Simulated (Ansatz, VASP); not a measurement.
BiTe in VASP and in Ansatz

INCAR

```
PREC     = Accurate       # precision mode
ENCUT    = 520            # plane-wave cutoff, eV
EDIFF    = 1E-6           # SCF threshold, eV
ISMEAR   = 0              # smearing method
SIGMA    = 0.15           # smearing width, eV
LREAL    = False          # projectors in reciprocal space
LASPH    = True           # aspherical terms in the spheres
NELM     = 80             # most SCF steps
ALGO     = Normal         # electronic algorithm
ISIF     = 2              # what is computed and relaxed
LWAVE    = False          # write WAVECAR
LCHARG   = False          # write CHGCAR
GGA      = PS             # functional
NBANDS   = 18             # bands
```

File KPOINTS:

```
regular mesh
0
Gamma
  14 14 14
```

POSCAR

```
BiTe
1.0
    0.0000000000      3.1379500000      3.1379500000
    3.1379500000      0.0000000000      3.1379500000
    3.1379500000      3.1379500000      0.0000000000
Bi Te
1 1
Direct
    0.0000000000      0.0000000000      0.0000000000
    0.5000000000      0.5000000000      0.5000000000
```

Input for Ansatz:

```yaml
crystal:
  lattice:
    - [0.0, 3.13795, 3.13795]
    - [3.13795, 0.0, 3.13795]
    - [3.13795, 3.13795, 0.0]
  atoms:
    - { symbol: Bi, position: [0.0, 0.0, 0.0] }
    - { symbol: Te, position: [0.5, 0.5, 0.5] }
basis:
  ecutwfc: 420
kpoints:
  mp_grid: { grid: [14, 14, 14] }
hamiltonian:
  xc: pbesol
scf:
  occupations: { method: gaussian, width: 0.15 }
output:
  forces: true
  stress: true
  eigenvalues: true
```

Change from the starting cell: strain -0.030 along x and y, -0.030 along z, atoms carried along.

Alike in both runs: task single point; functional PBEsol; k mesh 14 × 14 × 14; occupations gaussian, width 0.15 eV; no spin polarisation.

|  | VASP | Ansatz |
| --- | --- | --- |
| version | VASP 6.6.1 | Ansatz 0.2.0 |
| potentials or method | VASP PAW PBE potentials, release 64 (Bi_d, Te) | scalar-relativistic, plane waves, PAW |
| plane-wave cutoff (eV) | 520 | 420 |
| valence electrons in the cell | 21 | 31 |

```csv
,VASP,Ansatz,Ansatz less VASP
gap on the k mesh at the Fermi level (eV),none,none,-
pressure (GPa),3.5,3.5,0.00
```

A gap of «none» marks a metal or a gap that the smearing closes. With one functional, cell and mesh, what is left measures potentials, basis and numerics. The two sets of potentials don't hold the same shells in valence.

Caveats: the PAW data sets were made with another functional, which shifts forces and pressure a little (VASP); spin-orbit coupling is left out, which moves the levels of the heavy elements.
